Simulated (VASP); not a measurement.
Here is a VASP 6.6.1 calculation.

The input INCAR:

```
PREC     = Accurate       # precision mode
ENCUT    = 600            # plane-wave cutoff, eV
EDIFF    = 1E-7           # SCF threshold, eV
ISMEAR   = 0              # smearing method
SIGMA    = 0.03           # smearing width, eV
LREAL    = False          # projectors in reciprocal space
LASPH    = True           # aspherical terms in the spheres
NELM     = 80             # most SCF steps
ALGO     = Normal         # electronic algorithm
ISIF     = 4              # what is computed and relaxed
LWAVE    = False          # write WAVECAR
LCHARG   = False          # write CHGCAR
GGA      = PS             # functional
IBRION   = 2              # ionic algorithm
NSW      = 40             # ionic steps
EDIFFG   = -0.01          # ionic threshold
```

KPOINTS

```
regular mesh
0
Gamma
  9 9 5
```

POSCAR

```
HfS2                                    
1.0
    3.6114926043      0.0000000000     -0.0000000000
   -1.8057463021      3.1276443409      0.0000000000
   -0.0000000000      0.0000000000      5.9912616231
  Hf              S             
     1     2
Direct
     0.0000000000000000    0.0000000000000000    0.0000000000000000
     0.6666666699999979    0.3333333300000021    0.7568603979197360
     0.3333333300000021    0.6666666699999979    0.2431396020802639
```

Potentials or basis: VASP PAW PBE potentials, release 64 (Hf_pv, S).

Command:

```sh
$ cat potpaw_PBE.64/Hf_pv/POTCAR potpaw_PBE.64/S/POTCAR > POTCAR
$ mpirun -np 1 vasp_std > vasp.out
```

(1) What does it give for the band gap on the k mesh?

(2) Estimate the energy gained by relaxing.

Results:

(1) 1.01 eV, indirect (least direct gap 1.89 eV).

(2) 2.3 meV/atom.

Caveat: spin-orbit coupling is left out, which moves the levels of the heavy elements; an odd mesh through Γ misses points on the zone boundary, where band edges often lie.
